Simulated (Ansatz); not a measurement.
# Li: the cost of one run

Method: DFT PBE, scalar-relativistic, plane waves, PAW, in Ansatz 0.2.0.

6 further runs of the same task are left out: 6 set aside as unsound or not needed.

**1. The system as given**

It takes space group C2/c (No. 15, monoclinic). Conventional cell: a = 6.260 Å, b = 3.733 Å, c = 8.286 Å, α = 90.00°, β = 102.17°, γ = 90.00°. Li (site symmetry 1) has 1 Li at 1.69 Å as nearest neighbours.

As a file:

```xyz
4
Lattice="3.1301 -1.8667 0.0000 3.1301 1.8667 0.0000 -1.7468 0.0000 8.0999" Properties=species:S:1:pos:R:3 pbc="T T T"
Li    4.7400   -0.6832    0.8076
Li    0.6467   -0.6832    3.2424
Li   -0.2267    0.6832    7.2924
Li    3.8666    0.6832    4.8575
```

This is candidate A: F type (C2/c, No. 15).

(A quick probe on a coarse mesh, which set the mesh and smearing, is not shown.)

**3. A loose first relaxation (candidate A)**

input.yaml reads:

```yaml
crystal:
  lattice:
    - [3.1300662536, -1.8666576931, 0.0]
    - [3.1300662536, 1.8666576931, 0.0]
    - [-1.7468273748, 0.0, 8.0999171588]
  atoms:
    - { symbol: Li, position: [0.968, 0.602, 0.0997] }
    - { symbol: Li, position: [0.398, 0.032, 0.4003] }
    - { symbol: Li, position: [0.032, 0.398, 0.9003] }
    - { symbol: Li, position: [0.602, 0.968, 0.5997] }
basis:
  ecutwfc: 420
kpoints:
  mp_grid: { grid: [6, 6, 2] }
hamiltonian:
  xc: pbe
scf:
  occupations: { method: gaussian, width: 0.1 }
  lower_state_search: "off"
output:
  forces: true
  stress: true
  eigenvalues: true
relax:
  adjacent_minimum: "off"
  f_tol: 0.04
  max_steps: 70
  cell: { stress_tol: 0.4 }
```

Q: Estimate wall time and peak memory on 1 thread of an Arm CPU, shared host.

About 16 s, with a peak of 0.32 GiB.
